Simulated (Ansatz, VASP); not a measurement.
Given: the input of a run of VASP 6.6.1 on AlN. 

The input INCAR:

```
ALGO = Normal
EDIFF = 1E-7
EDIFFG = -0.02
ENCUT = 600
GGA = RE
IBRION = 2
ISIF = 3
ISMEAR = -1
LASPH = T
LCHARG = F
LREAL = F
LWAVE = F
NELM = 100
NSW = 40
PREC = Accurate
SIGMA = 0.05
```

File KPOINTS:

```
k-points
0
Gamma
  7 7 5
```

Contents of POSCAR:

```
AlN
1.0
    3.1130000000      0.0000000000      0.0000000000
   -1.5565000000      2.6959370820      0.0000000000
    0.0000000000      0.0000000000      4.9810000000
Al N
2 2
Direct
    0.6666666667      0.3333333333      0.5000000000
    0.3333333333      0.6666666667      0.0000000000
    0.6666666667      0.3333333333      0.8800000000
    0.3333333333      0.6666666667      0.3800000000
```

Potentials or basis: VASP PAW PBE potentials, release 64 (Al, N).

Run with:

```bash
$ cat potpaw_PBE.64/Al/POTCAR potpaw_PBE.64/N/POTCAR > POTCAR
$ mpirun -np 1 vasp_std > vasp.out
```

Problem. Set up the same calculation for Ansatz 0.2.0. Potentials or basis there: Ansatz PAW, cutoff 420 eV.

Solution. As run (cutoffs and basis follow the program's own potentials, and thresholds, step limits or extra output files can differ):

The input input.yaml:

```yaml
crystal:
  lattice:
    - [3.113, 0.0, 0.0]
    - [-1.5565, 2.695937082, 0.0]
    - [0.0, 0.0, 4.981]
  atoms:
    - { symbol: Al, position: [0.6666666667, 0.3333333333, 0.5] }
    - { symbol: Al, position: [0.3333333333, 0.6666666667, 0.0] }
    - { symbol: "N", position: [0.6666666667, 0.3333333333, 0.88] }
    - { symbol: "N", position: [0.3333333333, 0.6666666667, 0.38] }
hamiltonian:
  xc: revpbe
  pseudopotentials: { kind: paw }
kpoints:
  mp_grid: { grid: [7, 7, 5] }
scf:
  occupations: { method: fermi_dirac, width: 0.05 }
output:
  forces: true
  stress: true
  eigenvalues: true
relax:
  f_tol: 0.01
  max_steps: 40
  cell: { stress_tol: 0.05 }
```

Potentials or basis: Ansatz PAW.

Command:

```console
$ ansatz run input.yaml --threads 2 --pin off --max-ram 5632MiB --backend cpu --events-out ev --progress --plain --runs-dir out
```

Both were run:

|  | VASP | Ansatz |
| --- | --- | --- |
| Relaxed volume | 10.76 Å³/atom | 10.79 Å³/atom |
| Relaxed cell | a = 3.141 Å, b = 3.141 Å, c = 5.038 Å, α = 90.00°, β = 90.00°, γ = 120.00° | a = 3.145 Å, b = 3.145 Å, c = 5.042 Å, α = 90.00°, β = 90.00°, γ = 120.00° |
| Space group after relaxing | P6_3mc (No. 186) | P6_3mc (No. 186) |
| Pressure after relaxing | 0.0 GPa | 0.0 GPa |

Ansatz's pressure holds a Pulay term of +0.44 GPa for its cutoff of 420 eV, which the other run lacks.

VASP's potentials were made for PBE. Ansatz's potentials were made for PBE.

Where Ansatz's input types no cutoff or centring, it takes its own default and a Γ-centred mesh.

Pressure is positive in compression.
